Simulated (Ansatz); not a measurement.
The system is InP.

```
In P
1.0
     0.00000    2.93050    2.93050
     2.93050    0.00000    2.93050
     2.93050    2.93050    0.00000
In P
1 1
Direct
  0.00000 0.00000 0.00000
  0.75000 0.75000 0.75000
```

Below is the output of Ansatz 0.2.0 for this cell. Logs are shortened: lines on timing, memory, paths and dates and some standing lists are left out, and cuts for length are marked.

```text
Warning: RAYON_NUM_THREADS=1 ignored (pool sized by the plan → 1); use --threads N
The last accepted step is kept in <dir> (removed where the run ends without a failure and the disk answers)
LAPW: plane waves up to 8.346 Å⁻¹, error target 1.0e-3 eV per atom; small_component_spin mean_spin; P in spheres of 1.077 Å, 13 of its electrons in bands, Dirac shells []; In in spheres of 1.385 Å, 21 of its electrons in bands, Dirac shells [] (how accurate: hamiltonian.pseudopotentials.lapw.basis_error, Limitations)
Engine: ansatz 0.2.0, aarch64-unknown-linux-gnu
Pseudopotentials: kind: all_electron
Pseudopotential: In, LAPW, valence charge 21, lapw/all_electron/scalar/gaussian/In, Koelling and Harmon's equation, gaussian nucleus
Pseudopotential: P, LAPW, valence charge 13, lapw/all_electron/scalar/gaussian/P, Koelling and Harmon's equation, gaussian nucleus
Functional definition: PBEsol
  exchange = pbesol_x
  correlation = pbesol_c
Crystal: 2 atoms, lattice volume = 50.333 Å³
Basis set: ecut = 265.3617535683201 eV, 531 PW (Γ), exchange–correlation at level 2
Bands: 21, of which v1, the nominal top of the filled ones, is band 17 counted from 1 (16 counted from 0)
Symmetry: 24 space group operations
Space group: F-43m (ITA 216), of the structure as read, at distance tolerance 3.7e-5 Å
k-points: 29 of 512 (time reversal used)
Non-local potential: In, projectors of the file, none
Non-local potential: P, projectors of the file, none
Initial density: superposition of atomic densities (chi_scale 0.1, normalization cell, long waves kept (reshape's long-wave potential 0.00 eV rms))
Initial wavefunctions: plane waves of lowest kinetic energy (no species holds an atomic orbital)
Functional: x = pbesol(κ = 0.804, μ = 0.12345679012345678), c = pbesol(β = 0.046)
iter 1 solved again at ethr=3.37e-3 eV; its pass at ethr=1.00e-1 eV (dr2=1.14e0 eV) is discarded
SCF iter   1: F=—  HF=-169267.728982 eV  |F-HF|=—  |Δ(HF+E_count)|=         —  Δρ=3.54e-2  dr2=1.15e0  ethr=3.37e-3  ⟨swp⟩=2.0  Hψ=4094  notcnv=0
preconditioner: auto → none  [insulator: Δε(μ)=1.033 eV  Ē_g=14.195 eV  σ=0.050 eV  W_gap=1.00  n_scr=14 (ndim 8)  ℏωp=22.2 eV  f_vac=0.041  D(μ)=0.00/eV (n_scr^D=0)  ε∞_Penn≈3.4]
iter 2 solved again at ethr=1.95e-4 eV; its pass at ethr=3.37e-3 eV (dr2=6.64e-2 eV) is discarded
SCF iter   2: F=—  HF=-169267.356595 eV  |F-HF|=—  |Δ(HF+E_count)|=   3.72e-1  Δρ=1.24e-2  dr2=6.64e-2  ethr=1.95e-4  ⟨swp⟩=2.0  Hψ=3207  notcnv=0
SCF iter   3: F=—  HF=-169267.325816 eV  |F-HF|=—  |Δ(HF+E_count)|=   3.08e-2  Δρ=5.99e-3  dr2=1.39e-2  ethr=1.95e-4  ⟨swp⟩=2.0  Hψ=1788  notcnv=0
[... 44 lines left out ...]
SCF 5 converged in 2 iterations: F = -169267.277661 eV  dr2 = 4.78e-9
relax step   5: F+E_penalty+E_count = -169267.27766053 eV  Δ(F+E_penalty+E_count) = +1.783e-7 eV  max|allowed force component| = 4.626e-17 eV/Å  Δτ_max = 0.0000 Å  P = +4.995 GPa  Ω = 47.608 Å³  stress off target by 5.25e-3 GPa  SCF on the basis re-selected at this cell (its energy is not comparable with the rows above)  (2 SCF iters)
basis re-selected at this cell: Δ(F+E_penalty+E_count) = +1.783e-7 eV, ΔP = -0.000 GPa vs the last step (what re-selecting the basis moved, after the strain that the cell walked since its last selection, with what the two solves' SCF thresholds leave and, on support functions, any second-order correction that the steps lacked; it is no measure of the basis error at this ecutwfc). This SCF's stress stands 5.25e-3 GPa from its target on what of the cell is left free (relax.cell.stress_tol is 5.00e-2 GPa) and its largest allowed force component is 4.63e-17 eV/Å (relax.f_tol is 2.00e-2 eV/Å): within both
SCF converged after 2 iterations
Free energy (F): -169267.277661 eV
Harris-Foulkes:  -169267.277661 eV  (|F-HF|=5.53e-10)
Internal energy: -169267.277660 eV  (E = F + TS)
E sigma→0 (E₀):  -169267.277660 eV
Entropy (-TS):   -0.000001 eV (-0.000 meV/atom)
Fermi energy:    10.336058 eV
--- Per-component energies (eV) ---
  E_band       = -1558.868420
  E_kinetic    = 177226.658200
  E_xc         = -4896.205314
  E_electrostatic = -341597.730546  (all electrons and nuclei)
  E_smearing   = -0.000001  (= −TS)
  E_closure    = 0.000000  (closes the sum)
  E_atoms      = -169258.199424  (free atoms, spherical and without spin; not in F)
  Σ components = -169267.277661   (vs F -169267.277661, Δ=0.00e0)
  Basis errors (estimates in eV, not in F): energy 4.9e-4 per atom: plane waves 4.4e-4 (2.6e-4 summed), levels above the bands 2.0e-33, relativity 1.1e-8, radial functions 4.6e-5, core shells 3.2e-7; eigenvalues (radial functions only) 6.3e-7; not estimated: angular momenta, meshes, grids; target (lapw.basis_error) 1.0e-3; muffin-tin radii P 1.057 Å, In 1.360 Å
--- Forces (eV/Å), atoms counted from 1 ---
  atom   1  In     0.00000000    -0.00000000    -0.00000000
  atom   2  P     -0.00000000     0.00000000     0.00000000
  max |Σ_I F_I| component: 4.63e-18 eV/Å
--- Stress (GPa, compression-positive) ---
        4.994747      -0.000000       0.000000
       -0.000000       4.994747      -0.000000
        0.000000      -0.000000       4.994747
  P = ⅓ Tr σ = 4.9947 GPa (49.947 kbar)
--- Relaxed structure (4 steps of the walk, 4 accepted, 1 SCFs on fresh bases) ---
  F+E_penalty+E_count = -169267.27766053 eV   max|allowed force component| = 4.626e-17 eV/Å   (the final SCF, on the basis selected at the relaxed cell)
  cell:  # Å, volume = 47.6077 Å³
    - [1.3514678165375412e-33, 2.8766193633320842, 2.8766193633320842]
    - [2.8766193633320842, -1.419140726349436e-33, 2.8766193633320842]
    - [2.8766193633320842, 2.8766193633320842, 3.9489133254940775e-34]
  atoms:
    - { symbol: In, position: [-1.848380129189251e-34, 4.107511398198328e-36, 3.025866730006107e-34] }
    - { symbol: P, position: [0.7499999999999998, 0.7499999999999998, 0.7499999999999998] }
```

Task: What input gives this log?

Result: Relaxation of cell and atoms with PBEsol, no spin polarisation. The files as run (others can give the same):

input.yaml
```yaml
crystal:
  lattice:
    - [0.0, 2.9305, 2.9305]
    - [2.9305, 0.0, 2.9305]
    - [2.9305, 2.9305, 0.0]
  atoms:
    - { symbol: In, position: [0.0, 0.0, 0.0] }
    - { symbol: P, position: [0.75, 0.75, 0.75] }
kpoints:
  mp_grid: { grid: [8, 8, 8] }
scf:
  occupations: { method: fermi_dirac, width: 0.05 }
hamiltonian:
  xc: pbesol
  pseudopotentials: { kind: all_electron, lapw: { basis_error: 0.001 } }
output:
  forces: true
  stress: true
relax:
  f_tol: 0.02
  max_steps: 60
  cell: { p_target: 5 }
```

Potentials or basis: all-electron LAPW, scalar-relativistic.
Command:
```bash
$ ansatz run input.yaml --threads 1 --pin off --max-ram 3072MiB --backend cpu --events-out ev --progress --plain --runs-dir out
```

Caveat: spin-orbit coupling is left out, which moves the levels of the heavy elements.
